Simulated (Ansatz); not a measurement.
The cell is COD entry 1541226, as deposited and not checked against the literature; nothing was relaxed.

Hg: DFT, LDA, PAW with Ansatz's default frozen-core files, scalar-relativistic (Ansatz 0.2.0).

Command: `ansatz run input.yaml --threads 1 --pin off --max-ram 3072MiB --backend cpu --events-out ev --progress --plain --runs-dir out` The run took 7.6 s on 1 thread of Arm Neoverse V2 (shared host), peak memory 0.38 GiB.

```yaml
crystal:
  lattice:
    - [1.7300004553, 0.9988162286, 2.234]
    - [-1.7300004553, 0.9988162286, 2.234]
    - [0.0, -1.9976324571, 2.234]
  atoms:
    - { symbol: Hg, position: [0.0, 0.0, 0.0] }
kpoints:
  mp_grid: { grid: [12, 12, 12] }
  band_path:
    path:
      - [0.0, 0.0, 0.0]
      - [0.5, 0.5, 0.5]
      - [0.7000691066, 0.2999308934, 0.5]
      - [0.5, -0.2999308934, 0.2999308934]
      - [0.5, 0.0, 0.0]
      - [0.0, 0.0, 0.0]
      - [0.3999654467, -0.3999654467, 0.0]
      - [0.6000345533, 0.0, 0.3999654467]
      - [0.5, 0.0, 0.5]
    npoints: 14
scf:
  occupations: { method: fermi_dirac, width: 0.03 }
hamiltonian:
  xc: lda
  pseudopotentials: { kind: paw }
output:
  forces: true
  stress: true
  eigenvalues: true
  efg: { contact_densities: true }
  populations: true
  bader: true
  dos: { projected: true, de: 0.2, e_range: [-14, 8] }
  write_density: true
  write_potential: true
  elf: true
  volumetric_format: npy
```

Output:

```
Hg: output.efg is read without spin–orbit coupling, which moves field gradients at and beside such atoms by some per cent and up to a factor of two; PAW files take it under magnetization.noncollinear and magnetization.spin_orbit
Engine: ansatz 0.2.0
Pseudopotentials: kind: paw
Pseudopotential: Hg, paw, valence charge 20, recommended cutoff 420 eV (normal)
Functional definition: SPW92
  exchange = slater_x
  correlation = pw_c
Crystal: 1 atoms, lattice volume = 23.161 Å³
Basis set: ecut = 420 eV, 433 PW (Γ)
Bands: 14, of which v1, the nominal top of the filled ones, is band 10 counted from 1 (9 counted from 0)
Symmetry: 12 space group operations
Space group: R-3m (ITA 166), of the structure as read, at distance tolerance 2.9e-5 Å
k-points: 189 of 1728
Non-local potential: Hg, projectors of the file, l = 0: 3, l = 1: 2, l = 2: 2, l = 3: 1
PAW form: soft (Blöchl's): semilocal exchange-correlation on the pseudo side does not see the compensation charge
PAW frozen core: Hg, regenerated for the run's functional, and the local potential with it (the file was generated under x = pbe(κ = 0.804, μ = 0.2195149727645171), c = pbe(β = 0.06672455060314922))
PAW one-centre angular grid: Hg, 590 points (default); XC on 64 Gauss nodes
Initial density: superposition of atomic densities (neutral atoms: chi_scale 0, normalization atom), corrected by the library's trained network
Initial wavefunctions: pseudopotential atomic-orbital guess
Functional: x = slater, c = lda
SCF iter   1: F=—  HF=-13522.425790 eV  |F-HF|=—  |Δ(HF+E_count)|=         —  Δρ=5.42e-3  dr2=4.38e-3  ethr=1.77e-3  ⟨swp⟩=5.3  Hψ=13878  notcnv=0
preconditioner: auto → none  [metal: Δε(μ)=0.050 eV  Ē_g=15.076 eV  σ=0.030 eV  W_gap=0.37  n_scr=6 (ndim 8)  ℏωp=26.7 eV  f_vac=0.000  D(μ)=0.41/eV (n_scr^D=0)  sad-step TF]
SCF iter   2: F=—  HF=-13522.424848 eV  |F-HF|=—  |Δ(HF+E_count)|=   9.42e-4  Δρ=2.59e-3  dr2=7.43e-4  ethr=2.19e-5  ⟨swp⟩=2.5  Hψ=5207  notcnv=0
SCF iter   3: F=—  HF=-13522.424601 eV  |F-HF|=—  |Δ(HF+E_count)|=   2.47e-4  Δρ=4.06e-4  dr2=1.13e-5  ethr=3.71e-6  ⟨swp⟩=2.1  Hψ=3513  notcnv=0
SCF iter   4: F=—  HF=-13522.424604 eV  |F-HF|=—  |Δ(HF+E_count)|=   2.98e-6  Δρ=4.42e-5  dr2=4.07e-7  ethr=5.67e-8  ⟨swp⟩=2.2  Hψ=3913  notcnv=0
iter 5 did not close the SCF: its close was put off for the readings that it lacked (scf_convergence_deferred on its scf_iter line)
SCF iter   5: F=-13522.424604 eV  HF=-13522.424604 eV  |F-HF|=3.57e-9  |Δ(HF+E_count)|=   2.90e-8  Δρ=5.19e-6  dr2=5.71e-9  ethr=2.03e-9  ⟨swp⟩=2.1  Hψ=3770  notcnv=0
SCF iter   6: F=-13522.424604 eV  HF=-13522.424604 eV  |F-HF|=7.28e-12  |Δ(HF+E_count)|=   1.39e-9  Δρ=4.38e-7  dr2=3.93e-11  ethr=2.85e-11  ⟨swp⟩=4.4  Hψ=13475  notcnv=0
SCF 1 converged in 6 iterations: F = -13522.424604 eV  dr2 = 3.93e-11
  greatest PAW one-centre occupation: 1.000 electrons in one spin orbital (limit 2), on the Hg atom at site 0 (counted from 0), in its partial waves of l = 0
NSCF: frozen V_eff on 113 k-points
SCF converged after 6 iterations
Free energy (F): -13522.424604 eV
Harris-Foulkes:  -13522.424604 eV  (|F-HF|=7.28e-12)
Internal energy: -13522.423420 eV  (E = F + TS)
E sigma→0 (E₀):  -13522.424012 eV
Entropy (-TS):   -0.001184 eV (-1.184 meV/atom)
Fermi energy:    14.738198 eV
--- Per-component energies (eV) ---
  E_band       = -388.795659
  E_kinetic    = 604.879192
  E_local      = -2499.083727  (includes V_loc(G=0)·N_el)
  E_nonlocal   = 80.063077
  E_hartree    = 1068.053131
  E_xc         = -219.361966
  E_vxc        = -262.516622  (∫ρ·V_xc dr)
  E_paw        = -9655.304150  (= ΣΔE_a)
  E_vpaw       = -448.245091  (= ΣTr[D̂ρ^β])
  E_aug_tail   = 0.000837  (compensation charges beyond the density's cutoff)
  E_ewald      = -2902.245908
  E_core_change = 0.576093  (= ΣΔE_core)
  E_smearing   = -0.001184  (= −TS)
  E_closure    = 0.000000  (closes the sum)
  Σ components = -13522.424604   (vs F -13522.424604, Δ=0.00e0)
--- Forces (eV/Å), atoms counted from 1 ---
  atom   1  Hg    -0.00000000     0.00000000     0.00000000
  max |Σ_I F_I| component: 1.31e-31 eV/Å
--- Stress (GPa, compression-positive) ---
       -1.146025      -0.000000      -0.000000
       -0.000000      -1.146025      -0.000000
        0.000000      -0.000000      -2.513241
  P = ⅓ Tr σ = -1.6018 GPa (-16.018 kbar)
--- PAW observables at the nuclei: V_zz in 10²¹ V/m², potentials from the cell's mean, atoms counted from 1 ---
  atom   1  Hg V_zz =   -11.897613   η = 0.0000   by run symmetry: allowed
            electrostatic potential = -16796.186187 V   contact ρ = 14075670.269125 e/Å³
--- Band table (eV; the first three rows and the last of 189) ---
  k-point 0: bands = ["-100.2007", "-48.4680", "-48.4601", "-48.4601", "5.4811", "7.1364", "7.1364", "8.4652", "8.6424", "8.6424", "26.5985", "27.2464", "27.2464", "32.0545"]
  k-point 1: bands = ["-100.2006", "-48.4700", "-48.4617", "-48.4600", "5.6383", "7.1474", "7.1841", "8.4688", "8.6214", "8.6349", "25.6609", "26.8509", "27.3665", "32.5520"]
  k-point 2: bands = ["-100.2004", "-48.4781", "-48.4634", "-48.4598", "6.0402", "7.1697", "7.3777", "8.4885", "8.5759", "8.6252", "23.0290", "27.0813", "27.6336", "32.4917"]
  k-point 188: bands = ["-100.1968", "-48.5440", "-48.4837", "-48.4837", "6.7894", "7.5414", "7.5414", "9.3553", "9.3553", "14.6001", "16.1170", "24.0659", "24.0659", "25.5310"]
--- Löwdin populations: 1 site ---
  site symbol       q [e]
     0     Hg     19.6780
  spilling = 0.016101 (of n_electrons = 20.000000)
--- Bader charges: 1 site ---
  site symbol  charge [e]  shift [e]
     0     Hg      0.0000     0.0000
  estimated error of the sums over rays = 1.1e-6 e
```

populations.tsv:

```
# site	symbol	l	j	q
# orbitals = lowdin
# n_electrons = 20.000000
# spilling = 0.016101
0	Hg	0_5S	-	1.999026
0	Hg	0_6S	-	1.717214
0	Hg	1_5P	-	5.999668
0	Hg	2_5D	-	9.962079
```

bader_charges.tsv:

```
# site	symbol	x_ang	y_ang	z_ang	partial_charge_e	electrons	volume_ang3	relative_density_drop	shared_charge_e	partial_wave_shift_e
# quadrature_error_electrons = 1.1e-6
0	Hg	0.0000	0.0000	0.0000	0.00000	80.00000	23.16	-	0.00000	0.00000
```
